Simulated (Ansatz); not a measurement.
Theory: DFT PBE, scalar-relativistic, plane waves, PAW (Ansatz). All cells share a 420 eV cutoff and Γ-centred k meshes spaced at most about 0.3 Å⁻¹ (about 0.25 or finer for metals, 2π included). No spin polarisation in the final relaxations.

These are static total energies at zero pressure.

Two relaxed structures of C:

1.

```yaml
crystal:
  lattice:
    - [-1.72228, 1.72228, 4.31004]
    - [1.72228, -1.72228, 4.31004]
    - [1.72228, 1.72228, -4.31004]
  atoms:
    - { symbol: C, position: [0.50000, 0.19930, 0.69930] }
    - { symbol: C, position: [0.80070, 0.50000, 0.30070] }
    - { symbol: C, position: [0.19930, 0.50000, 0.69930] }
    - { symbol: C, position: [0.50000, 0.80070, 0.30070] }
```

2.

```yaml
crystal:
  lattice:
    - [1.33581, -3.09966, 0.00000]
    - [1.33581, 3.09966, 0.00000]
    - [0.00000, 0.00000, 3.42831]
  atoms:
    - { symbol: C, position: [0.50000, 0.50000, 0.80517] }
    - { symbol: C, position: [0.50000, 0.50000, 0.19483] }
    - { symbol: C, position: [0.32200, 0.67800, 0.50000] }
    - { symbol: C, position: [0.67800, 0.32200, 0.50000] }
```

Task: Which is lower in energy, and by how much?

Result: Cell 1 is lower, by 180 meV/atom. Cell 1 has space group I4/mmm (No. 139), 12.8 Å³/atom and no gap on its mesh; cell 2 has space group Cmmm (No. 65), 7.1 Å³/atom and no gap. Counting all near atoms (those within 1.25 times the shortest such distance or 1.15 times the sum of covalent radii; a plus sign parts nearer from farther groups; a slash parts the counts of unlike sites), cell 1 has C 3 and cell 2 has C 1+2/4. In cell 1, C has 1 C at 1.37 Å and 2 C at 1.46 Å. In cell 2, C on a site of symmetry mm2 is surrounded by 1 C at 1.34 Å and 2 C at 1.52 Å; C on a site of symmetry m2m has 4 C at 1.52–1.61 Å. Both come from invented guesses. The part of the Crystallography Open Database at hand lists C in space groups No. 58, 69, 71, 141, 166 and others; no cell shown has one of them.

No dispersion correction is applied, so the spacing and binding between layers, chains or molecules are poorly described (I4/mmm), and this can change margins and order among such cells. With atoms moved at random, Cmmm came back. Other cells relaxed within their symmetry can be saddle points.
